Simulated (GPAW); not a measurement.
Runs of GPAW 26.7.0 on PbS. It takes space group P-6m2 (No. 187, hexagonal). Conventional cell: a = 4.090 Å, b = 4.090 Å, c = 3.788 Å, α = 90.00°, β = 90.00°, γ = 120.00°. Around Pb (site symmetry -6m2) lie 6 S at 3.03 Å. S (site symmetry -6m2) is surrounded by 6 Pb at 3.03 Å. Measurements of this composition are mostly on another form, of space group No. 225.

| task | level | potentials or basis | cutoff (eV) | maxiter | band path | band points | convergence | pressure (GPa) |
| --- | --- | --- | --- | --- | --- | --- | --- | --- |
| band structure | r2SCAN | GPAW PAW data sets (gpaw-data 1.2.1), pw | 600 | 150 | GMKGALHA,LM,KH | 60 | - | -1.3 |
| band structure | LDA | the program's PAW data sets (release 1.2.1) made for this functional, pw | 600 | 150 | GMKGALHA,LM,KH | 60 | - | -4.7 |
| band structure | PBEsol | PAW data sets generated in the run's folder for this functional, pw | 600 | 150 | GMKGALHA,LM,KH | 60 | - | (a) |
| single point | PBE | GPAW PAW data sets (gpaw-data 1.2.1), pw | 450 | 120 | - | - | default | -0.9 |

Alike in all rows: no spin polarisation; cell as given; k mesh 6 × 6 × 6; smearing fermi-dirac 0.05 eV.

Problem. Fill in the values left out.

Solution. (a) -3.1.

Caveats: the PAW data sets were made with another functional, which shifts forces and pressure a little (some runs); the cutoff is short for stress and forces, so pressures can be off by a GPa or more (some runs).
